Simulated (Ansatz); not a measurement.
**Contact densities of CdTe against volume**

```xyz
2
Lattice="0.0000 3.2050 3.2050 3.2050 0.0000 3.2050 3.2050 3.2050 0.0000" Properties=species:S:1:pos:R:3 pbc="T T T"
Cd    0.0000    0.0000    0.0000
Te    4.8075    4.8075    4.8075
```

Atom numbers follow the list: Cd1, Te2.

Conventional cell: a = 6.410 Å, b = 6.410 Å, c = 6.410 Å, α = 90.00°, β = 90.00°, γ = 90.00°. Around Cd (atom 1) lie 4 Te at 2.78 Å. Te (atom 2) has 4 Cd at 2.78 Å as nearest neighbours.

The cell is COD entry 1010539, as deposited and not checked against the literature; nothing was relaxed. It differs from other determinations.

No spin–orbit coupling, which matters for the heavy atoms here.

All numbers below come from Ansatz 0.2.0, DFT, PBE, all-electron PAW with datasets made for the crystal, scalar-relativistic.

Numerical set-up: a Γ-centred 9×9×9 k mesh, Fermi–Dirac smearing of 0.08 eV, cutoff 240 eV (chosen by the program for this cell), no spin polarisation.

The contact density is the mean electron density over the nuclear volume; its changes set Mössbauer isomer shifts. Changes below are taken from the unscaled cell, where it is 1.0359e+06 e/Å³ at Cd1, 1.46855e+06 e/Å³ at Te2.

```json
{"V/V(cell)": "0.9405", "P (GPa)": "8.1", "Δρ(0) Cd1 (e/Å³)": "?", "Δρ(0) Te2 (e/Å³)": "-3.51"}
{"V/V(cell)": "1.0000", "P (GPa)": "4.3", "Δρ(0) Cd1 (e/Å³)": "0.00", "Δρ(0) Te2 (e/Å³)": "0.00"}
{"V/V(cell)": "1.0600", "P (GPa)": "1.5", "Δρ(0) Cd1 (e/Å³)": "?", "Δρ(0) Te2 (e/Å³)": "?"}
```

(1) What belongs in the row "0.9405", column "Δρ(0) Cd1 (e/Å³)"?

(2) Fill in "Δρ(0) Te2 (e/Å³)" for the row "1.0600".

(3) Fill in "Δρ(0) Cd1 (e/Å³)" for the row "1.0600".

The datasets are made afresh for each cell, so very small changes are uncertain. Scalar relativity leaves out the p1/2 density at heavy nuclei.

Results:

(1) 2.91.

(2) 3.42.

(3) -2.13.
